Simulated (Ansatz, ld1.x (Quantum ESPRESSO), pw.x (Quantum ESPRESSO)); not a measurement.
## From atom to crystal: TM potential for barium

ld1.x (Quantum ESPRESSO) 7.5 input, shortened:

```
&input
   title='Ba', zed=56., rel=1, dft='PBE', iswitch=3,
   config='[Xe] 4f-2 5d0 6s2 6p0'
 /
 &inputp
   pseudotype=2, tm=.true., lloc=0,
   nlcc=.true., rcore=2.60
 /
4
6P  2  1   0.00   0.00  3.75  3.75  0.0
5D  3  2   0.00   0.00  2.55  2.55  0.0
4F  4  3  -2.00   0.40  2.90  2.90  0.0
6S  1  0   2.00   0.00  3.35  3.35  0.0
 &test
   configts(1)='5d0 6s2 6p0'
 /
```

Crystal test: diamond Ba in pw.x 7.5, no spin, 8³ k-points, Fermi–Dirac smearing 0.01 Ry, cutoffs 50/200 Ry. The reference is all-electron LAPW (Ansatz 0.2.0) with the same functional, mesh and smearing; V0 and B0 come from Birch–Murnaghan fits to the pressures at five volumes. Errors are pseudo minus all-electron; Δ is the rms difference of the E(V) curves that follow from these fits, minima aligned, over ±6 % about the mean V0. Mesh and smearing are coarse, so the numbers serve the comparison and aren't converged zero-temperature values; the lattice is a test structure that the element need not adopt.

```
V (Å³/atom)  P all-electron (GPa)  P pseudo (GPa)
     54.979                  0.38           -1.65
     56.426                  0.16           -1.53
     57.873                 -0.01           -1.41
     59.320                 -0.13           -1.29
     60.767                 -0.22           -1.17
```

All-electron: a0 = 7.733 Å (V0 = 57.81 Å³/atom), B0 = 5.8 GPa.

Pseudopotential: mean pressure error (GPa): -1.45. The pressure does not cross zero within the volumes sampled, so no fit is given. The largest radius (3.75 bohr) exceeds half the bond length (3.17 bohr), so the spheres overlap, which is one possible source of error among others. This is a poor potential for the solid. The atomic tests give no hint of an error of this size, and its cause was not traced. The pseudo pressure rises with volume over the whole range, a mechanical instability.

At the middle volume, how do free energy and pressure move when the wave cutoff is lowered (ecutrho kept at four times it)?

| cutoff (Ry) | shift of F (meV/atom) | shift of P (GPa) |
| --- | --- | --- |
| 22 | +1.6 | -0.01 |
| 30 | +0.4 | -0.00 |
| 40 | +0.2 | +0.00 |

The run at the middle volume (29 k-points, 18 iterations) took about 49 s on one core of a shared host (Neoverse-V1, 32 threads, 247 GiB, load 21).
